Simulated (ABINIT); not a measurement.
Crystal: Sb.

```xyz
2
Lattice="2.1542 1.2437 3.7580 -2.1542 1.2437 3.7580 0.0000 -2.4875 3.7580" Properties=species:S:1:pos:R:3 pbc="T T T"
Sb    0.0000    0.0000    8.6416
Sb    0.0000    0.0000    2.6324
```

Program: ABINIT 10.8.3 (patched build). Alike in all runs: task band structure; potentials or basis JTH PAW PBE v2.0; no spin polarisation; cell as given; k mesh 8 × 8 × 8; cutoff (eV) 517; smearing fermi-dirac 0.05 eV.

**Question.** Order these runs on this cell by their pressure, lowest first.
A. level SCAN
B. level BLYP
C. level revPBE

**Answer.** A (0.1 GPa), C (3.4 GPa), B (6.6 GPa).

Caveats: the PAW data sets were made with another functional, which shifts forces and pressure a little.

Runs at the PBE level aren't shown here.
